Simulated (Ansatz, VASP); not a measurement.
**Sr: VASP beside Ansatz**

```
CELL_PARAMETERS angstrom
4.32432 0.00000 0.00000
-2.16216 3.74497 0.00000
0.00000 0.00000 7.07342
ATOMIC_POSITIONS crystal
Sr 0.33333 0.66667 0.25000
Sr 0.66667 0.33333 0.75000
```

Change from the starting cell: volume scaled by 1.01.

Alike in both runs: task single point; functional LDA; k mesh 10 × 10 × 5; occupations fermi-dirac, width 0.08 eV; no spin polarisation.

```csv
,VASP,Ansatz
version,VASP 6.6.1,Ansatz 0.2.0
potentials or method,"VASP PAW LDA potentials, release 64 (Sr_sv), cutoff 520 eV","all-electron LAPW, scalar-relativistic"
```

```tsv
	VASP	Ansatz	Ansatz less VASP
pressure (GPa)	-1.6	-1.6	+0.01
```

Ansatz ran all-electron here, so the differences hold the error of VASP's frozen core and of both bases.
